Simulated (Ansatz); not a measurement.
Take a crystal in which Ca has been replaced by Sr on all its sites, with the cell rescaled by a rough guess (in some cases also distorted within its space group) and nothing relaxed:

```xyz
2
Lattice="0.0000 2.4694 2.4694 2.4694 0.0000 2.4694 2.4694 2.4694 0.0000" Properties=species:S:1:pos:R:3 pbc="T T T"
Sr    0.0000    0.0000    0.0000
O     2.4694    2.4694    2.4694
```

Computed with DFT PBE, scalar-relativistic, plane waves, PAW in Ansatz 0.2.0.

Settings: cutoff 420 eV, Γ-centred mesh 8×8×8 on the computed 2-atom cell, Gaussian smearing of 0.02 eV; no spin polarisation.

(1) Will this cell want to expand or contract, and how hard?

(2) Is it a metal on this mesh?

(3) What is its energy against the elements in their standard states?

Results:

(1) The pressure is 18.0 GPa (positive in compression), so the cell would expand.

(2) No: the gap is 3.19 eV, the least direct gap 3.19 eV.

(3) -2.599 eV/atom at this unrelaxed geometry, with the elements in the same functional.